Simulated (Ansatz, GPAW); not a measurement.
**One calculation of Ti, 3 ways**

```
Ti
1.0
     2.95000    0.00000    0.00000
    -1.47500    2.55477    0.00000
     0.00000    0.00000    4.68000
Ti
2
Direct
  0.66667 0.33333 0.75000
  0.33333 0.66667 0.25000
```

Alike in all runs: task density of states; functional PBEsol; k mesh 10 × 10 × 6; occupations methfessel-paxton, width 0.2 eV; no spin polarisation; no spin-orbit coupling. Pressure is positive in compression and, in plane waves, holds the error of the finite cutoff, which Ansatz's Pulay term estimates and takes out.

```csv
program and potentials,plane-wave cutoff (eV),notes,pressure (GPa)
"Ansatz, Ansatz PAW",420,"potentials made for PBE, which Ansatz adapts in part",-5.77
"GPAW, PAW data sets generated for this functional",600,-,-6.24
"Ansatz, all-electron LAPW, scalar-relativistic",-,-,-5.78
```

The pressure spans -6.24 (GPAW, PAW data sets generated for this functional) to -5.77 GPa (Ansatz, Ansatz PAW), with all-electron results at -5.78.

The functional is the same throughout but for its coding, so the spread measures potentials, basis and numerics; runs on potential files found faulty are left out.
